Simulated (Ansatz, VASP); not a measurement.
# BaZrO3: VASP beside Ansatz

The input INCAR:

```
SYSTEM = BaZrO3
ALGO = Normal
EDIFF = 1E-7
ENCUT = 520
GGA = PS
ISIF = 2
ISMEAR = 0
LASPH = .True.
LCHARG = .True.
LELF = .True.
LREAL = .False.
LVHAR = .True.
LWAVE = .False.
NBANDS = 28
NELM = 60
PREC = Accurate
SIGMA = 0.01
```

The input KPOINTS:

```
k-points
0
Gamma
  6 6 6
  0 0 0
```

POSCAR

```
BaZrO3
1.0
    4.1913400000      0.0000000000      0.0000000000
    0.0000000000      4.1913400000      0.0000000000
    0.0000000000      0.0000000000      4.1913400000
Ba Zr O
1 1 3
Direct
    0.0000000000      0.0000000000      0.0000000000
    0.5000000000      0.5000000000      0.5000000000
    0.5000000000      0.5000000000      0.0000000000
    0.5000000000      0.0000000000      0.5000000000
    0.0000000000      0.5000000000      0.5000000000
```

input.yaml

```yaml
crystal:
  lattice:
    - [4.19134, 0.0, 0.0]
    - [0.0, 4.19134, 0.0]
    - [0.0, 0.0, 4.19134]
  atoms:
    - { symbol: Ba, position: [0.0, 0.0, 0.0] }
    - { symbol: Zr, position: [0.5, 0.5, 0.5] }
    - { symbol: O, position: [0.5, 0.5, 0.0] }
    - { symbol: O, position: [0.5, 0.0, 0.5] }
    - { symbol: O, position: [0.0, 0.5, 0.5] }
kpoints:
  mp_grid: { grid: [6, 6, 6] }
  band_path:
    path: [[0.0, 0.0, 0.0], [0.0, 0.5, 0.0], [0.5, 0.5, 0.0], [0.5, 0.5, 0.5]]
    npoints: 1
hamiltonian:
  xc: pbesol
scf:
  occupations: { method: fixed }
  n_extra_bands: 5
output:
  forces: true
  stress: true
  eigenvalues: true
```

Alike in both runs: functional PBEsol; k mesh 6 × 6 × 6; no spin polarisation.

|  | VASP | Ansatz |
| --- | --- | --- |
| version | VASP 6.6.1 | Ansatz 0.2.0 |
| potentials or method | VASP PAW PBE potentials, release 64 (Ba_sv, Zr_sv, O) | Ansatz PAW |
| plane-wave cutoff (eV) | 520 | 420 |
| occupations | gaussian, width 0.01 eV | fixed |
| valence electrons in the cell | 40 | 40 |
| task | single point | band structure |

VASP gave:

* gap on the k mesh at the Fermi level (eV): 3.11
* least direct gap on the mesh (eV): 3.33
* pressure (GPa): -0.1

Q: Estimate Ansatz's values.

A: gap on the k mesh at the Fermi level (eV): 3.16; least direct gap on the mesh (eV): 3.35; pressure (GPa): -1.2.

Caveats: spin-orbit coupling is left out, which moves the levels of the heavy elements; the PAW data sets were made with another functional, which shifts forces and pressure a little (VASP); the PAW data sets come from PBE, with cores solved anew for the run's functional, which leaves a small shift of forces and pressure (Ansatz). A k mesh can miss the band edges. A hybrid or GW would open this gap; PBEsol tends to underestimate it.
